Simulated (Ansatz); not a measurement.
# Al3Cu: properties at the relaxed cell

One table from this session's results is given with a row withheld; the runs are named, their logs left out.

Program: Ansatz 0.2.0. Level of theory: DFT r2SCAN, scalar-relativistic, plane waves, PAW. These are calculated values, not measurements.

1 further run of the same task is left out (set aside as unsound or not needed).

## The starting structure

The structure is cubic, space group Pm-3m (No. 221). Conventional cell: a = 3.889 Å, b = 3.889 Å, c = 3.889 Å, α = 90.00°, β = 90.00°, γ = 90.00°. Al (site symmetry 4/mmm) is surrounded by 8 Al at 2.75 Å and 4 Cu at 2.75 Å. Cu (site symmetry m-3m) has 12 Al at 2.75 Å as nearest neighbours.

Coordinates:

```xyz
4
Lattice="3.8891 0.0000 0.0000 0.0000 3.8891 0.0000 0.0000 0.0000 3.8891" Properties=species:S:1:pos:R:3 pbc="T T T"
Al    0.0000    1.9446    1.9446
Al    1.9446    0.0000    1.9446
Al    1.9446    1.9446    0.0000
Cu    0.0000    0.0000    0.0000
```

It goes back to an entry of the Materials Project, which need not be the stable form.

This cell was relaxed beforehand with the same method: volume 14.71 Å³/atom, gap on the mesh none (metal).

Set-up of the first run:

File input.yaml:

```yaml
crystal:
  lattice:
    - [3.889120676, 0.0, 0.0]
    - [0.0, 3.889120676, 0.0]
    - [0.0, 0.0, 3.889120676]
  atoms:
    - { symbol: Al, position: [0.0, 0.5, 0.5] }
    - { symbol: Al, position: [0.5, 0.0, 0.5] }
    - { symbol: Al, position: [0.5, 0.5, 0.0] }
    - { symbol: Cu, position: [0.0, 0.0, 0.0] }
basis:
  ecutwfc: 500
kpoints:
  mp_grid: { grid: [12, 12, 12] }
  band_path:
    path:
      - [[0.0, 0.0, 0.0], [0.0, 0.5, 0.0], [0.5, 0.5, 0.0], [0.0, 0.0, 0.0], [0.5, 0.5, 0.5], [0.0, 0.5, 0.0]]
      - [[0.5, 0.5, 0.5], [0.5, 0.5, 0.0]]
    npoints: 14
hamiltonian:
  xc: r2scan
scf:
  occupations: { method: gaussian, width: 0.1 }
  n_extra_bands: 10
output:
  forces: true
  stress: true
  eigenvalues: true
  populations: true
  dos: { projected: true, de: 0.02, nscf_kmesh: { grid: [18, 18, 18] } }
  bader: true
  write_density: true
  write_potential: true
  elf: true
  volumetric_format: npy
```

On the command line:

```
$ ansatz run input.yaml --threads 1 --pin off --max-ram 2560MiB --backend cpu --events-out ev --progress --plain --runs-dir out
```

Among the steps run: Electronic structure at the relaxed geometry; Back to the database's cell; Volume × 0.97; The cell scaled to 1.03 of its volume; Point at V/V0 = 0.94; The cell scaled to 1.06 of its volume; Volume × 0.91; The cell scaled to 1.10 of its volume; Volume × 0.88.

One table of the session follows, with a row left open; its other results are not shown here.

It belongs to the step «Equation of state». 

```
volume (Å³/atom)  energy above the lowest point (meV/atom)  pressure (GPa)
          12.941                                      87.2           17.64
          13.382                                      46.3           12.14
          13.824                                      19.4            7.44
          14.265                                       4.6            3.42
          14.706                                       0.0           -0.01
          15.147                                         ?               ?
          15.588                                      15.8           -5.45
          16.177                                      41.1           -8.21
```

**Question.** Estimate the row for volume (Å³/atom) = 15.147.

Worked estimate for «energy above the lowest point (meV/atom)». A straight line through the neighbours (14.706, 0.0) and (15.588, 15.8) gives 0.0 + (15.8 − 0.0) × (15.147 − 14.706) / (15.588 − 14.706) = 7.9; a parabola fitted to 4 rows on both sides gives 4.3.

**Answer.** energy above the lowest point (meV/atom): 4.2; pressure (GPa): -2.95. In «energy above the lowest point (meV/atom)» the line misses by +3.7 and the parabola by +0.1.
